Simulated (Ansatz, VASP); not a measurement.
## Two plane-wave programs on TaN

```
CELL_PARAMETERS angstrom
0.00000 2.23347 2.12453
2.23347 0.00000 2.12453
2.23347 2.23347 0.00000
ATOMIC_POSITIONS crystal
Ta 0.50000 0.50000 0.50000
N 0.00000 0.00000 0.00000
```

Change from the starting cell: strain +0.025 along x and y, -0.025 along z, atoms carried along.

Alike in both runs: task single point; functional PBEsol; k mesh 18 × 18 × 18; occupations gaussian, width 0.15 eV; no spin polarisation.

|  | VASP | Ansatz |
| --- | --- | --- |
| version | VASP 6.6.1 | Ansatz 0.2.0 |
| potentials or method | VASP PAW PBE potentials, release 64 (Ta_pv, N) | scalar-relativistic, plane waves, PAW |
| plane-wave cutoff (eV) | 520 | 420 |
| valence electrons in the cell | 16 | 18 |

```tsv
	VASP	Ansatz	Ansatz less VASP
gap on the k mesh at the Fermi level (eV)	none	none	-
pressure (GPa)	-1.0	-2.0	-0.96
largest component of the traceless stress (GPa)	22.20	22.01	-0.189
```

A gap of «none» marks a metal or a gap that the smearing closes. The two sets of potentials don't hold the same shells in valence.

Caveats: the PAW data sets were made with another functional, which shifts forces and pressure a little (VASP). The runs have no spin-orbit coupling, so splittings on Ta are missing.
